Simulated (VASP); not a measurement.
# BN (Qingsongite) (F-43m) in VASP: further runs, part 2 of 2

VASP 6.6.1. Earlier steps stand in the parts before.

## 3. Relaxation of the atoms, r2SCAN (a relaxed cell with its volume scaled by 1.04)

File INCAR:

```
  PREC = Accurate
  ENCUT = 600
  EDIFF = 1E-7
  ISMEAR = 0
  SIGMA = 0.03
  LREAL = False
  LASPH = True
  NELM = 80
  ALGO = Normal
  ISIF = 2
  LWAVE = False
  LCHARG = False
  METAGGA = R2SCAN
  LMIXTAU = True
  IBRION = 2
  NSW = 40
  EDIFFG = -0.01
```

File KPOINTS:

```
regular mesh
0
Gamma
  14 14 14
```

File POSCAR:

```
BN                                      
1.0
    0.0000000000      1.8304145072      1.8304145072
    1.8304145072      0.0000000000      1.8304145072
    1.8304145072      1.8304145072      0.0000000000
  B               N             
     1     1
Direct
     0.0000000000000000    0.0000000000000000    0.0000000000000000
     0.2500000000000000    0.2500000000000000    0.2500000000000000
```

Potentials or basis: VASP PAW PBE potentials, release 64 (B, N).

Started as:

```sh
$ cat potpaw_PBE.64/B/POTCAR potpaw_PBE.64/N/POTCAR > POTCAR
$ mpirun -np 1 vasp_std > vasp.out
```

OUTCAR:

```text
PREC = Accurate
   ENCUT = 600
   EDIFF = 1E-7
   ISMEAR = 0
   LREAL = False
   LASPH = True
   NELM = 80
   ISIF = 2
   METAGGA = R2SCAN
   IBRION = 2
   NSW = 40
   EDIFFG = -0.01

 ion  position               nearest neighbor table
   1  0.000  0.000  0.000-   2 1.59   2 1.59   2 1.59   2 1.59
   2  0.250  0.250  0.250-   1 1.59   1 1.59   1 1.59   1 1.59

  LATTYP: Found a face centered cubic cell.
 ALAT       =     3.6608290144

  Lattice vectors:

 A1 = (   0.0000000000,   1.8304145072,   1.8304145072)
 A2 = (   1.8304145072,   0.0000000000,   1.8304145072)
 A3 = (   1.8304145072,   1.8304145072,   0.0000000000)

Analysis of symmetry for initial positions (statically):
=====================================================================
 Subroutine PRICEL returns:
 Original cell was already a primitive cell.

 Routine SETGRP: Setting up the symmetry group for a
 face centered cubic supercell.

 Subroutine GETGRP returns: Found 24 space group operations
 (whereof 24 operations were pure point group operations)
 out of a pool of 48 trial point group operations.

The static configuration has the point symmetry T_d .

Analysis of symmetry for dynamics (positions and initial velocities):
=====================================================================
 Subroutine PRICEL returns:
 Original cell was already a primitive cell.

 Routine SETGRP: Setting up the symmetry group for a
 face centered cubic supercell.

 Subroutine GETGRP returns: Found 24 space group operations
 (whereof 24 operations were pure point group operations)
 out of a pool of 48 trial point group operations.

The dynamic configuration has the point symmetry T_d .

 Subroutine INISYM returns: Found 24 space group operations
 (whereof 24 operations are pure point group operations),
 and found     1 'primitive' translations

----------------------------------------------------------------------------------------

[... 118 lines left out ...]
   LHFCALC =     F    Hartree Fock is set to
   AEXX    =    0.0000 exact exchange contribution
   IVDW    =     0    specifies the selected vdW correction
   LEPSILON=     F    determine dielectric tensor
   LRPA    =     F    only Hartree local field effects (RPA)
 conjugate gradient relaxation of ions
 non-spin polarized calculation
 Gauss-broadening in eV      SIGMA  =   0.03
  energy-cutoff  :      600.00
  volume of cell :       12.27
 maximum number of plane-waves:       424
 NGX is ok and might be reduce to    24
   NGX = 11   NGY = 11   NGZ = 11

 number of electron       8.0000000 magnetization

 Free energy of the ion-electron system (eV)
  ---------------------------------------------------
  ext. energy  EPLUGINS =         0.00000000
  ---------------------------------------------------
  free energy    TOTEN  =       -19.15389019 eV

  energy without entropy =      -19.15389019  energy(sigma->0) =      -19.15389019

 E-fermi :   6.9962     XC(G=0): -13.4469

 val. band max:        6.7838363376   @ k =   0.0000   0.0000   0.0000
 cond. band min:      11.7124946907   @ k =   0.5000   0.5000   0.0000
 fundamental gap:      4.9286583531
 Fermi energy:         6.9961944678

 k-point     1 :       0.0000    0.0000    0.0000
  band No.  band energies     occupation
      1     -14.0752      2.00000
      2       6.7838      2.00000
      3       6.7838      2.00000
      4       6.7838      2.00000
      5      16.1247      0.00000
      6      16.1247      0.00000
      7      16.1247      0.00000
      8      17.2040      0.00000
[... 243 lines left out ...]
 k-point    24 :       0.2857    0.1429    0.0000
  band No.  band energies     occupation
      1     -12.3117      2.00000
      2       1.6445      2.00000
      3       4.4487      2.00000
      4       4.8948      2.00000
      5      15.4996      0.00000
      6      18.8004      0.00000
      7      19.5038      0.00000
      8      20.0865      0.00000

 [... further k-points ...]

------------------------ aborting loop because EDIFF is reached ----------------------------------------

  FORCE on cell =-STRESS in cart. coord.  units (eV):
  Direction    XX          YY          ZZ          XY          YZ          ZX
  --------------------------------------------------------------------------------------
  -------------------------------------------------------------------------------------
  Total       -1.0919315     -1.0919315     -1.0919315     -0.0000000      0.0000000      0.0000000
  in kB     -142.6355056   -142.6355056   -142.6355056     -0.0000000      0.0000000      0.0000000
  external PRESSURE =    -142.6355056 kB  Pullay stress =       0.0000000 kB

 VOLUME and BASIS-vectors are now :
 -----------------------------------------------------------------------------
  energy-cutoff  :      600.00
  volume of cell :       12.27
      direct lattice vectors                 reciprocal lattice vectors
     0.000000000  1.830414507  1.830414507    -0.273162171  0.273162171  0.273162171
     1.830414507  0.000000000  1.830414507     0.273162171 -0.273162171  0.273162171
     1.830414507  1.830414507  0.000000000     0.273162171  0.273162171 -0.273162171

 POSITION                                       TOTAL-FORCE (eV/Angst)
 -----------------------------------------------------------------------------------
      0.00000      0.00000      0.00000         0.000000      0.000000      0.000000
      0.91521      0.91521      0.91521        -0.000000     -0.000000     -0.000000
 -----------------------------------------------------------------------------------
    total drift:                                0.000000      0.000000      0.000000

  FREE ENERGIE OF THE ION-ELECTRON SYSTEM (eV)
  ---------------------------------------------------
  free  energy   TOTEN  =       -19.1538901940 eV

  energy  without entropy=      -19.1538901940  energy(sigma->0) =      -19.15389019

 reached required accuracy - stopping structural energy minimisation
```

OSZICAR:

```text
N       E                     dE             d eps       ncg     rms          rms(c)
DAV:   1     0.125785506170E+02    0.12579E+02   -0.58743E+03  1696   0.115E+03
DAV:   2    -0.220453381691E+02   -0.34624E+02   -0.34189E+02  2320   0.210E+02
DAV:   3    -0.223650275266E+02   -0.31969E+00   -0.31969E+00  1872   0.236E+01
[... 11 lines left out ...]
DAV:  15    -0.191538887741E+02   -0.89976E-05   -0.16941E-06  1792   0.220E-02    0.237E-03
DAV:  16    -0.191538903929E+02   -0.16188E-05   -0.66746E-07  1944   0.108E-02    0.127E-03
DAV:  17    -0.191538900479E+02    0.34504E-06   -0.80085E-08   992   0.386E-03    0.813E-04
DAV:  18    -0.191538902276E+02   -0.17972E-06   -0.50128E-08   832   0.247E-03    0.295E-04
DAV:  19    -0.191538901940E+02    0.33597E-07   -0.62712E-09   832   0.899E-04
   1 F= -.19153890E+02 E0= -.19153890E+02  d E =-.191539E+02
```

It took 57 s on 1 thread of AMD EPYC 9R45 (Zen 5), shared host; peak memory 0.11 GiB.

Results:

| Item | Value |
| --- | --- |
| Free energy | -19.1539 eV |
| Pressure after relaxing | -14.3 GPa |
| Band gap on the k mesh | 4.93 eV, indirect (least direct gap 9.34 eV) |

Final structure:
```cif
data_structure
_symmetry_space_group_name_H-M 'P 1'
_symmetry_Int_Tables_number 1
_cell_length_a 2.5886
_cell_length_b 2.5886
_cell_length_c 2.5886
_cell_angle_alpha 60.000
_cell_angle_beta 60.000
_cell_angle_gamma 60.000
_cell_volume 12.27
loop_
_atom_site_label
_atom_site_type_symbol
_atom_site_fract_x
_atom_site_fract_y
_atom_site_fract_z
_atom_site_occupancy
B1 B 0.00000 0.00000 0.00000 1
N1 N 0.25000 0.25000 0.25000 1
```

Levels at points of the mesh, in eV from the valence-band top:
```csv
k point,band 1,band 2,band 3,band 4,band 5,band 6,band 7,band 8
"(0.00, 0.00, 0.00)",-20.86,0.00,0.00,0.00,9.34,9.34,9.34,10.42
"(0.50, 0.00, 0.00)",-16.75,-10.73,-1.94,-1.94,10.28,11.25,11.25,15.99
"(0.50, 0.50, 0.00)",-15.38,-9.07,-4.91,-4.91,4.93,9.59,18.66,18.66
```

Caveat: the relaxation stopped at its first step, so nothing moved; the PAW data sets were made with another functional, which shifts forces and pressure a little.

## 4. Relaxation of the atoms, r2SCAN (a relaxed cell with its volume scaled by 1.06)

INCAR is that of step 3.

KPOINTS is that of step 3.

File POSCAR:

```
BN                                      
1.0
    0.0000000000      1.8420735127      1.8420735127
    1.8420735127      0.0000000000      1.8420735127
    1.8420735127      1.8420735127      0.0000000000
  B               N             
     1     1
Direct
     0.0000000000000000    0.0000000000000000    0.0000000000000000
     0.2500000000000000    0.2500000000000000    0.2500000000000000
```

Potentials or basis: VASP PAW PBE potentials, release 64 (B, N).

Started as:

```sh
$ cat potpaw_PBE.64/B/POTCAR potpaw_PBE.64/N/POTCAR > POTCAR
$ mpirun -np 1 vasp_std > vasp.out
```

OUTCAR:

```text
PREC = Accurate
   ENCUT = 600
   EDIFF = 1E-7
   ISMEAR = 0
   LREAL = False
   LASPH = True
   NELM = 80
   ISIF = 2
   METAGGA = R2SCAN
   IBRION = 2
   NSW = 40
   EDIFFG = -0.01

 ion  position               nearest neighbor table
   1  0.000  0.000  0.000-   2 1.60   2 1.60   2 1.60   2 1.60
   2  0.250  0.250  0.250-   1 1.60   1 1.60   1 1.60   1 1.60

  LATTYP: Found a face centered cubic cell.
 ALAT       =     3.6841470254

  Lattice vectors:

 A1 = (   0.0000000000,   1.8420735127,   1.8420735127)
 A2 = (   1.8420735127,   0.0000000000,   1.8420735127)
 A3 = (   1.8420735127,   1.8420735127,   0.0000000000)

Analysis of symmetry for initial positions (statically):
=====================================================================
 Subroutine PRICEL returns:
 Original cell was already a primitive cell.

 Routine SETGRP: Setting up the symmetry group for a
 face centered cubic supercell.

 Subroutine GETGRP returns: Found 24 space group operations
 (whereof 24 operations were pure point group operations)
 out of a pool of 48 trial point group operations.

[... 169 lines left out ...]
 fundamental gap:      4.9034941506
 Fermi energy:         6.7206770989

 k-point     1 :       0.0000    0.0000    0.0000
  band No.  band energies     occupation
      1     -14.0879      2.00000
      2       6.5584      2.00000
      3       6.5584      2.00000
      4       6.5584      2.00000
      5      15.8060      0.00000
      6      15.8060      0.00000
      7      15.8060      0.00000
      8      16.6600      0.00000
[... 243 lines left out ...]
 k-point    24 :       0.2857    0.1429    0.0000
  band No.  band energies     occupation
      1     -12.3543      2.00000
      2       1.4819      2.00000
      3       4.2701      2.00000
      4       4.6948      2.00000
      5      15.1698      0.00000
      6      18.3443      0.00000
      7      19.1182      0.00000
      8      19.6704      0.00000

 [... further k-points ...]

------------------------ aborting loop because EDIFF is reached ----------------------------------------

  FORCE on cell =-STRESS in cart. coord.  units (eV):
  Direction    XX          YY          ZZ          XY          YZ          ZX
  --------------------------------------------------------------------------------------
  -------------------------------------------------------------------------------------
  Total       -1.5973830     -1.5973830     -1.5973830     -0.0000000      0.0000000      0.0000000
  in kB     -204.7240077   -204.7240077   -204.7240077     -0.0000000      0.0000000      0.0000000
  external PRESSURE =    -204.7240077 kB  Pullay stress =       0.0000000 kB

 VOLUME and BASIS-vectors are now :
 -----------------------------------------------------------------------------
  energy-cutoff  :      600.00
  volume of cell :       12.50
      direct lattice vectors                 reciprocal lattice vectors
     0.000000000  1.842073513  1.842073513    -0.271433250  0.271433250  0.271433250
     1.842073513  0.000000000  1.842073513     0.271433250 -0.271433250  0.271433250
     1.842073513  1.842073513  0.000000000     0.271433250  0.271433250 -0.271433250

 POSITION                                       TOTAL-FORCE (eV/Angst)
 -----------------------------------------------------------------------------------
      0.00000      0.00000      0.00000         0.000000      0.000000     -0.000000
      0.92104      0.92104      0.92104        -0.000000     -0.000000      0.000000
 -----------------------------------------------------------------------------------
    total drift:                                0.000000      0.000000      0.000000

  FREE ENERGIE OF THE ION-ELECTRON SYSTEM (eV)
  ---------------------------------------------------
  free  energy   TOTEN  =       -19.1286320940 eV

  energy  without entropy=      -19.1286320940  energy(sigma->0) =      -19.12863209

 reached required accuracy - stopping structural energy minimisation
```

CONTCAR:

```text
BN
   1.00000000000000
     0.0000000000000000    1.8420735127000001    1.8420735127000001
     1.8420735127000001    0.0000000000000000    1.8420735127000001
     1.8420735127000001    1.8420735127000001    0.0000000000000000
  B               N
     1     1
Direct
     0.0000000000000000    0.0000000000000000    0.0000000000000000
     0.2500000000000000    0.2500000000000000    0.2500000000000000

  0.00000000E+00  0.00000000E+00  0.00000000E+00
  0.00000000E+00  0.00000000E+00  0.00000000E+00
```

It took 59 s on 1 thread of AMD EPYC 9R45 (Zen 5), shared host; peak memory 0.11 GiB.

What came out:

| Quantity | Value |
| --- | --- |
| Free energy | -19.1286 eV |
| Pressure after relaxing | -20.5 GPa |
| Band gap on the k mesh | 4.90 eV, indirect (least direct gap 9.25 eV) |

Final structure:
```xyz
2
Lattice="0.0000 1.8421 1.8421 1.8421 0.0000 1.8421 1.8421 1.8421 0.0000" Properties=species:S:1:pos:R:3 pbc="T T T"
B     0.0000    0.0000    0.0000
N     0.9210    0.9210    0.9210
```

Caveat: the relaxation stopped at its first step, so nothing moved; the PAW data sets were made with another functional, which shifts forces and pressure a little.

## 5. Relaxation of cell and atoms, PBE

File INCAR:

```
SYSTEM = BN
ALGO     = Normal         ! electronic algorithm
EDIFF    = 1E-6           ! SCF threshold, eV
EDIFFG   = -0.01          ! ionic threshold
ENCUT    = 600            ! plane-wave cutoff, eV
GGA      = PE             ! functional
IBRION   = 2              ! ionic algorithm
ISIF     = 3              ! what is computed and relaxed
ISMEAR   = 0              ! smearing method
LASPH    = .True.         ! aspherical terms in the spheres
LCHARG   = .False.        ! write CHGCAR
LREAL    = .False.        ! projectors in reciprocal space
LWAVE    = .False.        ! write WAVECAR
NELM     = 80             ! most SCF steps
NSW      = 90             ! ionic steps
PREC     = Accurate       ! precision mode
SIGMA    = 0.03           ! smearing width, eV
```

File KPOINTS:

```
k-points
0
Gamma
  14 14 14
  0 0 0
```

File POSCAR:

```
BN
1.0
    0.0000000000      1.8075000000      1.8075000000
    1.8075000000      0.0000000000      1.8075000000
    1.8075000000      1.8075000000      0.0000000000
B N
1 1
Direct
    0.0000000000      0.0000000000      0.0000000000
    0.2500000000      0.2500000000      0.2500000000
```

Started as:

```sh
$ cat potpaw_PBE.64/B/POTCAR potpaw_PBE.64/N/POTCAR > POTCAR
$ mpirun -np 1 vasp_std > vasp.out
```

Run time: 8 s. Hardware: 1 thread of Intel Xeon 6975P-C (Granite Rapids), shared host; peak memory 0.12 GiB.

The run converged. Its results:

```
Free energy                            : -17.4543 eV
Relaxed volume                         : 5.95 Å³/atom
Relaxed cell                           : a = 2.563 Å, b = 2.563 Å, c = 2.563 Å, α = 60.00°, β = 60.00°, γ = 60.00°
Space group after relaxing (to 0.05 Å) : F-43m (No. 216)
Energy gained by relaxing              : 0.4 meV/atom
Ionic steps                            : 3
Pressure after relaxing                : 0.0 GPa
Band gap on the k mesh                 : 4.45 eV, indirect (least direct gap 8.78 eV)
```

The path:
```
step  energy change (eV)  largest force (eV/Å)  pressure (GPa)  volume (Å³)
   1              0.0000                0.0000            3.02        11.81
   2              0.0000                0.0000           -2.99        12.00
   3             -0.0009                0.0000            0.01        11.90
```

Final structure:
```
CELL_PARAMETERS angstrom
0.00000 1.81228 1.81228
1.81228 0.00000 1.81228
1.81228 1.81228 0.00000
ATOMIC_POSITIONS crystal
B 0.00000 0.00000 0.00000
N 0.25000 0.25000 0.25000
```

Levels at points of the mesh, in eV from the valence-band top:
```csv
k point,band 2,band 3,band 4,band 5,band 6,band 7
"(0.00, 0.00, 0.00)",0.00,0.00,0.00,8.78,8.78,8.78
"(0.50, 0.00, 0.00)",-10.62,-1.93,-1.93,10.04,10.66,10.66
"(0.50, 0.50, 0.00)",-8.86,-4.86,-4.86,4.45,9.19,17.80
```

A k mesh can miss the band edges. As with any semilocal functional, this PBE gap is likely too small.

## 6. Relaxation of cell and atoms, PBE

This run uses another cell than the first one, of 5.95 Å³/atom, 1.008 times its volume.

INCAR: that of step 5 with these lines changed.

```diff
@@ -2,4 +2,4 @@
 ALGO     = Normal         ! electronic algorithm
-EDIFF    = 1E-6           ! SCF threshold, eV
-EDIFFG   = -0.01          ! ionic threshold
+EDIFF    = 1E-7           ! SCF threshold, eV
+EDIFFG   = -0.005         ! ionic threshold
 ENCUT    = 600            ! plane-wave cutoff, eV
```

KPOINTS is that of step 5.

File POSCAR:

```
BN                                      
1.0
   -0.0000000000      1.8122822379      1.8122822379
    1.8122822379      0.0000000000      1.8122822379
    1.8122822379      1.8122822379     -0.0000000000
  B               N             
     1     1
Direct
     0.0000000000000000    0.0000000000000000    0.0000000000000000
     0.2500000000000000    0.2500000000000000    0.2500000000000000
```

Potentials or basis: VASP PAW PBE potentials, release 64 (B, N).

Started as:

```sh
$ cat potpaw_PBE.64/B/POTCAR potpaw_PBE.64/N/POTCAR > POTCAR
$ mpirun -np 1 vasp_std > vasp.out
```

Wall time 4.8 s (1 thread of Intel Xeon 6975P-C (Granite Rapids), shared host); peak memory 0.12 GiB.

Results (log left out):

* Free energy: -17.4546 eV
* Pressure after relaxing: 0.0 GPa
* Band gap on the k mesh: 4.45 eV, indirect (least direct gap 8.78 eV)

Final structure:
```xyz
2
Lattice="0.0000 1.8123 1.8123 1.8123 0.0000 1.8123 1.8123 1.8123 0.0000" Properties=species:S:1:pos:R:3 pbc="T T T"
B     0.0000    0.0000    0.0000
N     0.9061    0.9061    0.9061
```

Levels at points of the mesh, in eV from the valence-band top:
| k point | band 2 | band 3 | band 4 | band 5 | band 6 | band 7 |
| --- | --- | --- | --- | --- | --- | --- |
| (0.00, 0.00, 0.00) | 0.00 | 0.00 | 0.00 | 8.78 | 8.78 | 8.78 |
| (0.50, 0.00, 0.00) | -10.62 | -1.93 | -1.93 | 10.04 | 10.66 | 10.66 |
| (0.50, 0.50, 0.00) | -8.86 | -4.87 | -4.87 | 4.45 | 9.19 | 17.80 |

Caveat: the relaxation stopped at its first step, so nothing moved.

## 7. Overview

```tsv
task	level	cell	gap on the mesh (eV)	pressure (GPa)
relaxation of the atoms	r2SCAN	atoms relaxed from: a relaxed cell with its volume scaled by 1.02	4.95	-7.5
relaxation of the atoms	r2SCAN	atoms relaxed from: a relaxed cell with its volume scaled by 1.04	4.93	-14.3
relaxation of the atoms	r2SCAN	atoms relaxed from: a relaxed cell with its volume scaled by 1.06	4.90	-20.5
relaxation of cell and atoms	PBE	relaxed	4.45	0.0
```

Alike in all rows: potentials or basis VASP PAW PBE potentials, release 64 (B, N); no spin polarisation; k mesh 14 × 14 × 14; cutoff (eV) 600; smearing gaussian 0.03 eV.

Caveats: the relaxation stopped at its first step, so nothing moved; the PAW data sets were made with another functional, which shifts forces and pressure a little (some runs).

Total energies depend on the potentials used, so only differences within one code and one set of settings carry meaning.
